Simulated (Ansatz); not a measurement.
Runs of Ansatz 0.2.0 on SiC. It takes space group P6_3mc (No. 186, hexagonal). The conventional cell has a = 3.076 Å, b = 3.076 Å, c = 10.071 Å, α = 90.00°, β = 90.00°, γ = 120.00°. Si (site symmetry 3m) is surrounded by 4 C at 1.88 to 1.89 Å. Si (site symmetry 3m) is surrounded by 4 C at 1.88 to 1.89 Å. C (site symmetry 3m) has 4 Si at 1.88 to 1.89 Å as nearest neighbours. C (site symmetry 3m) is surrounded by 4 Si at 1.88 to 1.89 Å. The cell is a database's computed one.

```tsv
task	level	potentials or basis	cell	cutoff (eV)	points for each segment of the path	gap on the mesh (eV)	pressure (GPa)	relaxed volume (Å³/atom)	largest force (eV/Å)
band structure	LDA	JTH PAW LDA	as given	780	10	(a)	-4.1	-	0.01
relaxation of cell and atoms	PBEsol+D3(BJ)	Ansatz PAW	relaxed	420	-	2.12	0.0	10.16	-
relaxation of cell and atoms	BLYP+D3(BJ)	Ansatz PAW	relaxed	420	-	(b)	0.0	10.24	0.01
band structure	BPBE	Ansatz PAW	as given	420	10	2.24	4.1	-	0.01
```

Alike in all rows: no spin polarisation; k mesh 10 × 10 × 3; smearing fermi-dirac 0.05 eV.

Fill in the values left out.

(a) 2.18; (b) 2.53.

Caveats: the PAW data sets come from PBE, with cores solved anew for the run's functional, which leaves a small shift of forces and pressure (some runs); odd divisions of the mesh miss points on the zone boundary, where band edges often lie, so the gap on the mesh can be too wide (some runs); the plane-wave basis is chosen anew once the cell has moved, so the energies of steps on either side of that aren't comparable (some runs).

A k mesh can miss the band edges.

Runs at the PBE level aren't shown here.
